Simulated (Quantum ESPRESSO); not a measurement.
A run of Quantum ESPRESSO 7.5 is set up as follows.

pw.in

```
&CONTROL
  calculation = 'vc-relax'
  prefix = 'pwscf'
  outdir = './tmp'
  pseudo_dir = './pseudo'
  tprnfor = .true.
  tstress = .true.
  disk_io = 'low'
  nstep = 40
  forc_conv_thr = 0.0004
  etot_conv_thr = 1d-05
/
&SYSTEM
  ibrav = 0
  nat = 4
  ntyp = 2
  ecutwfc = 45
  ecutrho = 360
  nbnd = 26
  occupations = 'smearing'
  smearing = 'fd'
  degauss = 0.00367493
/
&ELECTRONS
  conv_thr = 8d-10
  electron_maxstep = 120
  mixing_beta = 0.5
/
&IONS
  ion_dynamics = 'bfgs'
/
&CELL
  cell_dynamics = 'bfgs'
  press = 0
  press_conv_thr = 0.3
/
ATOMIC_SPECIES
Se    78.9710 se_pbesol_v1.uspp.F.UPF
Ti    47.8670 ti_pbesol_v1.4.uspp.F.UPF
CELL_PARAMETERS angstrom
   3.5590000000    0.0000000000    0.0000000000
  -1.7795000000    3.0821844121    0.0000000000
   0.0000000000    0.0000000000    6.2200000000
ATOMIC_POSITIONS angstrom
Se     1.7795000002    1.0273948039    4.6650000000
Se    -0.0000000002    2.0547896082    1.5550000000
Ti     0.0000000000    0.0000000000    3.1100000000
Ti     0.0000000000    0.0000000000    0.0000000000
K_POINTS automatic
9 9 5 0 0 0
```

Potentials or basis: GBRV 1.5 PBEsol.

The run is started by

```console
$ OMP_NUM_THREADS=1 mpirun -n 2 pw.x -nk 2 -in pw.in > pw.out
```

(1) Estimate the band gap on the k mesh.

(2) Predict the space group after relaxing (to 0.05 Å).

(3) What does it give for the relaxed cell?

(4) Estimate the relaxed volume.

Results:

(1) none (metal or under the smearing width).

(2) P6_3/mmc (No. 194).

(3) a = 3.359 Å, b = 3.359 Å, c = 6.752 Å, α = 90.00°, β = 90.00°, γ = 120.00°.

(4) 16.49 Å³/atom.
